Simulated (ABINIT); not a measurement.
# PbO2 (Fm-3m) in ABINIT: a series of runs

One crystal, PbO2, is run at these levels: PBEsol, LDA; tasks: relaxation of cell and atoms, single point.

All numbers are computed with ABINIT 10.8.3 (patched build); they aren't measurements. Logs are shortened: lines on timing, memory, paths and dates and some standing lists are left out, and cuts for length are marked. The log counts tension as positive stress, the text compression.

### 1 The crystal as given

It takes space group Fm-3m (No. 225, cubic). The conventional cell has a = 5.404 Å, b = 5.404 Å, c = 5.404 Å, α = 90.00°, β = 90.00°, γ = 90.00°. Around Pb (site symmetry m-3m) lie 8 O at 2.34 Å. O (site symmetry -43m) has 4 Pb at 2.34 Å as nearest neighbours.

The cell comes from a database or a generator and needn't be the stable form of this composition.

### 2 Relaxation of cell and atoms, PBEsol

Input file run.abi:

```
# Pseudopotentials
pp_dirpath "./"
pseudos "Pb.upf, O.upf"

# Structure
acell 3*1.0 Angstrom
rprim
     0.0000000000     2.7019920000     2.7019920000
     2.7019920000     0.0000000000     2.7019920000
     2.7019920000     2.7019920000     0.0000000000
ntypat 2
znucl 82 8
natom 3
typat 1 2 2
chkprim 0
chksymtnons 0
tolsym 1.0e-6
xred
            0.0            0.0            0.0
            3/4            3/4            3/4
            1/4            1/4            1/4

# Plane-wave basis
ecut 42.0
ecutsm 0.5

# k points
kptopt 1
ngkpt 7 7 7
nshiftk 1
shiftk 0.0 0.0 0.0

# Exchange and correlation
ixc -116133

# Bands and occupations
nband 17
occopt 3
tsmear 0.05 eV

# SCF cycle
nstep 80
tolvrs 1.0e-12

# Output
iomode 3
prteig 0
prtebands 0
prtwf 0
prtden 0

# Relaxation
ionmov 2
optcell 2
ntime 50
tolmxf 2.0e-5
dilatmx 1.08
```

Potentials or basis: PseudoDojo NC SR PBEsol v0.4.1 standard.

On the command line:

```console
$ mpirun --bind-to none -np 4 abinit run.abi > log 2>&1
```

run.abo:

```text
.Version 10.8.3 of ABINIT
 Symmetries : space group Fm -3 m (#225); Bravais cF (face-center cubic)
================================================================================
 Values of the parameters that define the memory need of the present run
     intxc =       0    ionmov =       2      iscf =       7    lmnmax =       6
     lnmax =       6     mgfft =      48  mpssoang =       3    mqgrid =    3001
     natom =       3  nloc_mem =       1    nspden =       1   nspinor =       1
    nsppol =       1      nsym =      48    n1xccc =    2501    ntypat =       2
    occopt =       3   xclevel =       2
       mpw =        4390          nfft =      110592          nkpt =          20
================================================================================
================================================================================

--------------------------------------------------------------------------------
------------- Echo of variables that govern the present computation ------------
--------------------------------------------------------------------------------
 -outvars: echo values of preprocessed input variables --------
            acell      1.8897261259E+00  1.8897261259E+00  1.8897261259E+00 Bohr
              amu      2.07200000E+02  1.59994000E+01
          chkprim           0
      chksymtnons           0
          dilatmx      1.08000000E+00
             ecut      4.20000000E+01 Hartree
           ecutsm      5.00000000E-01 Hartree
           ionmov           2
              ixc     -116133
         kptrlatt        7    0    0      0    7    0      0    0    7
          kptrlen      5.05470674E+01
            natom           3
            nband          17
            ngfft          48      48      48
             nkpt          20
            nstep          80
             nsym          48
            ntime          50
           ntypat           2
           occopt           3
          optcell           2
           prtden           0
        prtebands           0
           prteig           0
            prtwf           0
            rprim      0.0000000000E+00  2.7019920000E+00  2.7019920000E+00
                       2.7019920000E+00  0.0000000000E+00  2.7019920000E+00
                       2.7019920000E+00  2.7019920000E+00  0.0000000000E+00
          spgroup         225
           tolmxf      2.00000000E-05
           tolsym      1.00000000E-06
           tolvrs      1.00000000E-12
           tsmear      1.83746611E-03 Hartree
            typat      1  2  2
           xangst      0.0000000000E+00  0.0000000000E+00  0.0000000000E+00
                       4.0529880000E+00  4.0529880000E+00  4.0529880000E+00
                       1.3509960000E+00  1.3509960000E+00  1.3509960000E+00
            xcart      0.0000000000E+00  0.0000000000E+00  0.0000000000E+00
[... 579 lines left out ...]

 Mean square residual over all n,k,spin=   15.812E-13; max=  41.542E-11
 reduced coordinates (array xred) for    3 atoms
       0.000000000000     -0.000000000000     -0.000000000000
       0.750000000000      0.750000000000      0.750000000000
       0.250000000000      0.250000000000      0.250000000000
 rms dE/dt=  1.1087E-30; max dE/dt=  2.1036E-30; dE/dt below (all hartree)
    1       0.000000000000      0.000000000000      0.000000000000
    2       0.000000000000      0.000000000000     -0.000000000000
    3       0.000000000000     -0.000000000000      0.000000000000

 cartesian coordinates (angstrom) at end:
    1     -0.00000000000000     0.00000000000000     0.00000000000000
    2      4.00464447261990     4.00464447261990     4.00464447261990
    3      1.33488149087330     1.33488149087330     1.33488149087330

 cartesian forces (hartree/bohr) at end:
    1     -0.00000000000000    -0.00000000000000     0.00000000000000
    2      0.00000000000000     0.00000000000000    -0.00000000000000
    3     -0.00000000000000    -0.00000000000000     0.00000000000000
 frms,max,avg= 1.8166139E-31 3.8221615E-31   0.000E+00  0.000E+00  0.000E+00 h/b

 cartesian forces (eV/Angstrom) at end:
    1     -0.00000000000000    -0.00000000000000     0.00000000000000
    2      0.00000000000000     0.00000000000000    -0.00000000000000
    3     -0.00000000000000    -0.00000000000000     0.00000000000000
 frms,max,avg= 9.3414045E-30 1.9654345E-29   0.000E+00  0.000E+00  0.000E+00 e/A
 length scales=  7.134878339198  7.134878339198  7.134878339198 bohr
              =  3.775615017108  3.775615017108  3.775615017108 angstroms
 Fermi (or HOMO) energy (hartree) =   0.16671   Average Vxc (hartree)=  -0.43768
 Eigenvalues (hartree) for nkpt=  20  k points:
 kpt#   1, nband= 17, wtk=  0.00292, kpt=  0.0000  0.0000  0.0000 (reduced coord)
  -0.52358   -0.41273   -0.41273   -0.41273   -0.40838   -0.40236   -0.40236    0.07193
   0.08942    0.08942    0.08942    0.11774    0.11774    0.11774    0.42014    0.42014
   0.42014
      occupation numbers for kpt#   1
   2.00000    2.00000    2.00000    2.00000    2.00000    2.00000    2.00000    2.00000
   2.00000    2.00000    2.00000    2.00000    2.00000    2.00000    0.00000    0.00000
   0.00000
 prteigrs : prtvol=0 or 1, do not print more k-points.

--- !EnergyTerms
iteration_state     : {dtset: 1, itime: 5, icycle: 1, }
comment             : Components of total free energy in Hartree
kinetic             :  5.70181922543750E+01
hartree             :  1.81533350403183E+01
xc                  : -2.80797906025002E+01
Ewald energy        : -7.81276769337500E+01
psp_core            :  5.74859723302332E+00
local_psp           : -5.80353226351219E+01
non_local_psp       : -1.98368280704500E+01
internal            : -1.03159493714105E+02
'-kT*entropy'       : -1.22487803134541E-04
total_energy        : -1.03159616201909E+02
total_energy_eV     : -2.80711616145729E+03
band_energy         : -5.19190628228602E+00
...

 Cartesian components of stress tensor (hartree/bohr^3)
  sigma(1 1)=  1.07548538E-09  sigma(3 2)=  0.00000000E+00
  sigma(2 2)=  1.07548538E-09  sigma(3 1)=  0.00000000E+00
  sigma(3 3)=  1.07548539E-09  sigma(2 1)=  0.00000000E+00

-Cartesian components of stress tensor (GPa)         [Pressure= -3.1642E-05 GPa]
- sigma(1 1)=  3.16418723E-05  sigma(3 2)=  0.00000000E+00
- sigma(2 2)=  3.16418725E-05  sigma(3 1)=  0.00000000E+00
- sigma(3 3)=  3.16418726E-05  sigma(2 1)=  0.00000000E+00

== END DATASET(S) ==============================================================
================================================================================

 -outvars: echo values of variables after computation  --------
            acell      7.1348783392E+00  7.1348783392E+00  7.1348783392E+00 Bohr
           etotal     -1.0315961620E+02
            fcart     -1.3898768998E-31 -0.0000000000E+00  1.3898768998E-31
                       1.7373461248E-31  1.0424076749E-31 -3.8221614745E-31
                      -3.4746922495E-32 -1.0424076749E-31  2.4322845747E-31
            rprim      0.0000000000E+00  7.0710678119E-01  7.0710678119E-01
                       7.0710678119E-01  0.0000000000E+00  7.0710678119E-01
                       7.0710678119E-01  7.0710678119E-01  0.0000000000E+00
           strten      1.0754853813E-09  1.0754853848E-09  1.0754853882E-09
                       0.0000000000E+00  0.0000000000E+00  0.0000000000E+00
           xangst     -1.1184632759E-30  9.9305957815E-32  1.1184632759E-30
                       4.0046444726E+00  4.0046444726E+00  4.0046444726E+00
                       1.3348814909E+00  1.3348814909E+00  1.3348814909E+00
             xred      4.3753556507E-31 -1.8598272299E-32 -4.0033902047E-31
                       7.5000000000E-01  7.5000000000E-01  7.5000000000E-01
                       2.5000000000E-01  2.5000000000E-01  2.5000000000E-01
 Calculation completed.
```

It took 46 s on 4 MPI ranks of Intel Xeon 6975P-C (Granite Rapids), shared host; peak memory 0.36 GiB.

Results:

```yaml
Free_energy: -2807.1162 eV
Relaxed_volume: 12.69 Å³/atom
Relaxed_cell: a = 3.776 Å, b = 3.776 Å, c = 3.776 Å, α = 60.00°, β = 60.00°, γ = 60.00°
Space_group_after_relaxing_to_0.05_Å: Fm-3m (No. 225)
Energy_gained_by_relaxing: 7.3 meV/atom
Ionic_steps: 5
Pressure_after_relaxing: 0.0 GPa
Band_gap_on_the_k_mesh: none (metal or under the smearing width)
```

The path:
```tsv
step	energy change (eV)	largest force (eV/Å)	pressure (GPa)	volume (Å³)
1	0.0000	0.0000	-4.86	39.45
2	-0.0143	0.0000	-2.97	38.87
3	-0.0220	0.0000	0.23	38.00
4	-0.0220	0.0000	-0.01	38.06
5	-0.0220	0.0000	0.00	38.06
```

Final structure:
```
Pb O
1.0
     0.00000    2.66976    2.66976
     2.66976    0.00000    2.66976
     2.66976    2.66976    0.00000
Pb O
1 2
Direct
  0.00000 0.00000 0.00000
  0.75000 0.75000 0.75000
  0.25000 0.25000 0.25000
```

Spin-orbit coupling is left out, which matters for the levels of Pb.

### 3 Single point, PBEsol (cell relaxed)

Input file run.abi:

```
# Pseudopotentials
pp_dirpath "./"
pseudos "Pb.upf, O.upf"

# Structure
acell 3*1.0
rprim
     0.0000000000     5.0451208499     5.0451208499
     5.0451208499     0.0000000000     5.0451208499
     5.0451208499     5.0451208499     0.0000000000
ntypat 2
znucl 82 8
natom 3
typat 1 2 2
xcart
     0.0000000000     0.0000000000     0.0000000000
     4.0046444700     4.0046444700     4.0046444700
     1.3348814900     1.3348814900     1.3348814900 Angstrom
chkprim 0
chksymtnons 0
tolsym 1.0e-6

# Plane-wave basis
ecut 42.0

# k points
kptopt 1
ngkpt 7 7 7
nshiftk 1
shiftk 0.0 0.0 0.0

# Exchange and correlation
ixc -116133

# Bands and occupations
nband 17
occopt 3
tsmear 0.05 eV

# SCF cycle
nstep 100
tolvrs 1.0e-10

# Output
iomode 3
prtwf 0
prtden 0
prteig 0
prtebands 0
enunit 2
```

Potentials or basis: PseudoDojo NC SR PBEsol v0.4.1 standard.

On the command line:

```console
$ mpirun --bind-to none -np 4 abinit run.abi > log 2>&1
```

run.abo:

```text
.Version 10.8.3 of ABINIT
 Symmetries : space group Fm -3 m (#225); Bravais cF (face-center cubic)
================================================================================
 Values of the parameters that define the memory need of the present run
     intxc =       0    ionmov =       0      iscf =       7    lmnmax =       6
     lnmax =       6     mgfft =      45  mpssoang =       3    mqgrid =    3001
     natom =       3  nloc_mem =       1    nspden =       1   nspinor =       1
    nsppol =       1      nsym =      48    n1xccc =    2501    ntypat =       2
    occopt =       3   xclevel =       2
       mpw =        3362          nfft =       91125          nkpt =          20
================================================================================
================================================================================

--------------------------------------------------------------------------------
------------- Echo of variables that govern the present computation ------------
--------------------------------------------------------------------------------
 -outvars: echo values of preprocessed input variables --------
            acell      1.0000000000E+00  1.0000000000E+00  1.0000000000E+00 Bohr
              amu      2.07200000E+02  1.59994000E+01
          chkprim           0
      chksymtnons           0
             ecut      4.20000000E+01 Hartree
           enunit           2
              ixc     -116133
         kptrlatt        7    0    0      0    7    0      0    0    7
          kptrlen      4.99441483E+01
            natom           3
            nband          17
            ngfft          45      45      45
             nkpt          20
            nstep         100
             nsym          48
           ntypat           2
           occopt           3
           prtden           0
        prtebands           0
           prteig           0
            prtwf           0
            rprim      0.0000000000E+00  5.0451208499E+00  5.0451208499E+00
                       5.0451208499E+00  0.0000000000E+00  5.0451208499E+00
                       5.0451208499E+00  5.0451208499E+00  0.0000000000E+00
          spgroup         225
           tolsym      1.00000000E-06
           tolvrs      1.00000000E-10
           tsmear      1.83746611E-03 Hartree
            typat      1  2  2
           xangst      0.0000000000E+00  0.0000000000E+00  0.0000000000E+00
                       4.0046444673E+00  4.0046444673E+00  4.0046444673E+00
[... 142 lines left out ...]
 Eigenvalues (hartree) for nkpt=  20  k points:
 kpt#   1, nband= 17, wtk=  0.00292, kpt=  0.0000  0.0000  0.0000 (reduced coord)
  -0.52358   -0.41273   -0.41273   -0.41273   -0.40838   -0.40236   -0.40236    0.07193
   0.08942    0.08942    0.08942    0.11774    0.11774    0.11774    0.42014    0.42014
   0.42014
      occupation numbers for kpt#   1
   2.00000    2.00000    2.00000    2.00000    2.00000    2.00000    2.00000    2.00000
   2.00000    2.00000    2.00000    2.00000    2.00000    2.00000    0.00000    0.00000
   0.00000
 prteigrs : prtvol=0 or 1, do not print more k-points.

 Fermi (or HOMO) energy (eV) =   4.53646   Average Vxc (eV)= -11.91001
 Eigenvalues (   eV  ) for nkpt=  20  k points:
 kpt#   1, nband= 17, wtk=  0.00292, kpt=  0.0000  0.0000  0.0000 (reduced coord)
 -14.24726  -11.23100  -11.23100  -11.23100  -11.11264  -10.94883  -10.94883    1.95731
   2.43336    2.43336    2.43336    3.20379    3.20379    3.20379   11.43258   11.43258
  11.43258
 prteigrs : prtvol=0 or 1, do not print more k-points.

--- !EnergyTerms
iteration_state     : {dtset: 1, }
comment             : Components of total free energy in Hartree
kinetic             :  5.70182201565244E+01
hartree             :  1.81533366892569E+01
xc                  : -2.80797955974371E+01
Ewald energy        : -7.81276770373192E+01
psp_core            :  5.74859725588501E+00
local_psp           : -5.80353335812060E+01
non_local_psp       : -1.98368449556760E+01
internal            : -1.03159497069972E+02
'-kT*entropy'       : -1.22484402064835E-04
total_energy        : -1.03159619554374E+02
total_energy_eV     : -2.80711625268252E+03
band_energy         : -5.19190408596886E+00
...

 Cartesian components of stress tensor (hartree/bohr^3)
  sigma(1 1)=  1.46895864E-06  sigma(3 2)=  0.00000000E+00
  sigma(2 2)=  1.46895864E-06  sigma(3 1)=  0.00000000E+00
  sigma(3 3)=  1.46895864E-06  sigma(2 1)=  0.00000000E+00

-Cartesian components of stress tensor (GPa)         [Pressure= -4.3218E-02 GPa]
- sigma(1 1)=  4.32182552E-02  sigma(3 2)=  0.00000000E+00
- sigma(2 2)=  4.32182552E-02  sigma(3 1)=  0.00000000E+00
- sigma(3 3)=  4.32182552E-02  sigma(2 1)=  0.00000000E+00

== END DATASET(S) ==============================================================
================================================================================

 -outvars: echo values of variables after computation  --------
            acell      1.0000000000E+00  1.0000000000E+00  1.0000000000E+00 Bohr
           etotal     -1.0315961955E+02
            fcart     -1.3342818256E-29  4.4476060853E-30 -4.4476060853E-30
                      -6.0042682151E-29 -2.2238030426E-30  5.5595076066E-29
                       7.3385500407E-29 -2.2238030426E-30 -5.1147469981E-29
            rprim      0.0000000000E+00  5.0451208499E+00  5.0451208499E+00
                       5.0451208499E+00  0.0000000000E+00  5.0451208499E+00
                       5.0451208499E+00  5.0451208499E+00  0.0000000000E+00
           strten      1.4689586375E-06  1.4689586375E-06  1.4689586375E-06
                       0.0000000000E+00  0.0000000000E+00  0.0000000000E+00
           xangst      0.0000000000E+00  0.0000000000E+00  0.0000000000E+00
                       4.0046444673E+00  4.0046444673E+00  4.0046444673E+00
                       1.3348814891E+00  1.3348814891E+00  1.3348814891E+00
             xred      0.0000000000E+00  0.0000000000E+00  0.0000000000E+00
                       7.5000000000E-01  7.5000000000E-01  7.5000000000E-01
                       2.5000000000E-01  2.5000000000E-01  2.5000000000E-01
 Calculation completed.
```

Run time: 15 s. Hardware: 4 MPI ranks of Intel Xeon 6975P-C (Granite Rapids), shared host; peak memory 0.32 GiB.

What came out:

```
Free energy                                           : -2807.1163 eV
Pressure                                              : 0.0 GPa
Band gap on the k mesh                                : none (metal or under the smearing width)
Valence electrons inside the program's atomic spheres : Pb 9.96; O 6.07
```

(Continued in part 2 of 2.)
